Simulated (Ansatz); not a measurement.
Crystal: Sn.

```xyz
2
Lattice="0.0000 3.2333 3.2333 3.2333 0.0000 3.2333 3.2333 3.2333 0.0000" Properties=species:S:1:pos:R:3 pbc="T T T"
Sn    4.8500    4.8500    4.8500
Sn    3.2333    3.2333    3.2333
```

This isn't the form of Sn at room conditions, which is tetragonal (white tin).

```yaml
Program: Ansatz 0.2.0
Task: relaxation of cell and atoms
Functional: RPBE
Dispersion: D3(BJ)
Potentials_or_basis: all-electron LAPW, scalar-relativistic
Basis_error_allowed: 0.001 eV/atom
k_mesh: 7 × 7 × 7
Occupations: fermi-dirac, width 0.05 eV
Spin: no spin polarisation
```

At the start: volume 33.80 Å³/atom.

Where does the relaxation end?

Over 5 steps the energy falls by 19.5 meV/atom and the volume is 31.77 Å³/atom (-6.0 %); space group Fd-3m (No. 227, to 0.05 Å).

Step by step:
| step | energy change (eV) | largest force (eV/Å) | volume (Å³) |
| --- | --- | --- | --- |
| 1 | 0.0000 | 0.0000 | 67.61 |
| 2 | -0.0199 | 0.0000 | 60.91 |
| 3 | -0.0389 | 0.0000 | 63.81 |
| 4 | -0.0391 | 0.0000 | 63.54 |
| 5 | -0.0391 | 0.0000 | 63.54 |

Final structure:
```yaml
crystal:
  lattice:
    - [0.00000, 3.16711, 3.16711]
    - [3.16711, 0.00000, 3.16711]
    - [3.16711, 3.16711, 0.00000]
  atoms:
    - { symbol: Sn, position: [0.75000, 0.75000, 0.75000] }
    - { symbol: Sn, position: [0.50000, 0.50000, 0.50000] }
```
